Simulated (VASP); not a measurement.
# VASP 6.6.1 run: CaO

INCAR

```
IBRION = -1
NSW = 0
NBANDS = 15
PREC = Low
EDIFF = 1E-7
LCHARG = .FALSE.
LWAVE = .FALSE.
SIGMA = 0.02
NELM = 82
ENCUT = 520
ISIF = 2
GGA = PE
ISMEAR = -1
LASPH = .TRUE.
LREAL = .FALSE.
```

KPOINTS

```
KPOINTS created by Atomic Simulation Environment
0
Gamma
10 10 10
0 0 0
```

POSCAR

```
Ca O
 1.0000000000000000
     0.0000000000000000    2.3495991112999999    2.3495991112999999
     2.3495991112999999    0.0000000000000000    2.3495991112999999
     2.3495991112999999    2.3495991112999999    0.0000000000000000
 Ca  O
   1   1
Cartesian
  0.0000000000000000  0.0000000000000000  0.0000000000000000
  2.3495991112999999  2.3495991112999999  2.3495991112999999
```

The recommended PBE PAW datasets give the neutral cell 16 valence electrons.

Command

```
mpirun -np 1 vasp_std
```

Q: How does this run end, and what does it give?

A: It converged. Results: gap between bands v and c on the k mesh 3.60 eV; least direct gap on the k mesh 3.96 eV; pressure 11.3 GPa. Band v is the last that the valence electrons fill when counted band by band, and c is the next.

OSZICAR

```
N       E                     dE             d eps       ncg     rms          rms(c)
DAV:   1     0.128579978790E+03    0.12858E+03   -0.84500E+03  1410   0.110E+03
DAV:   2    -0.921562931999E+01   -0.13780E+03   -0.12933E+03  1732   0.298E+02
DAV:   3    -0.143124116710E+02   -0.50968E+01   -0.50654E+01  1726   0.597E+01
DAV:   4    -0.144545922831E+02   -0.14218E+00   -0.14212E+00  1936   0.879E+00
DAV:   5    -0.144564009908E+02   -0.18087E-02   -0.18087E-02  1700   0.888E-01    0.859E+00
DAV:   6    -0.127926891036E+02    0.16637E+01   -0.48645E+00  1607   0.222E+01    0.341E+00
DAV:   7    -0.127318542657E+02    0.60835E-01   -0.38075E-01  1641   0.658E+00    0.177E+00
DAV:   8    -0.127291364917E+02    0.27178E-02   -0.72181E-02  1830   0.289E+00    0.425E-01
DAV:   9    -0.127273887322E+02    0.17478E-02   -0.48297E-03  1445   0.616E-01    0.106E-01
DAV:  10    -0.127279860221E+02   -0.59729E-03   -0.66440E-04  1655   0.241E-01    0.381E-02
DAV:  11    -0.127279610405E+02    0.24982E-04   -0.59937E-05  1790   0.885E-02    0.936E-03
DAV:  12    -0.127279602159E+02    0.82456E-06   -0.68476E-06  1641   0.287E-02    0.130E-03
DAV:  13    -0.127279602893E+02   -0.73382E-07   -0.46720E-07  1792   0.571E-03
   1 F= -.12727960E+02 E0= -.12727960E+02  d E =-.328153E-12
```

For comparison, a separate PBE run of the intended cell, on usual settings and not on those above, gives a gap of 3.60 eV on its mesh and a pressure of 11.3 GPa.
